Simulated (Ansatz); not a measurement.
The parent structure is AlSb in the zinc blende structure (space group F-43m, No. 216; a = 6.157 Å). Axes: x, y, z lie along the cube axes.

Level of theory: PBEsol, PAW, 420 eV (Ansatz, a quantum-chemistry and plane-wave program; scalar-relativistic without spin-orbit coupling), earlier PAW set.

Perturbation: every lattice vector is stretched by 2.32 %, atoms relaxed at fixed cell.

Problem. Predict the stress tensor and what it implies for the stiffness.

Solution. Stress of the strained cell less that of the base (GPa, compression positive):
```
  -3.17    0.00    0.00
   0.00   -3.17    0.00
   0.00    0.00   -3.17
```

Then B = −ΔP/(ΔV/V₀) with ΔV/V₀ = 0.0712 gives secant stiffness values (nonlinear terms included at this strain): B ≈ 45 GPa.

As a check, the harmonic strain energy −½ V₀ Δσ:ε is 20 meV/atom; the computed energy rise is 22 meV/atom.

No phonon test of stability was made.
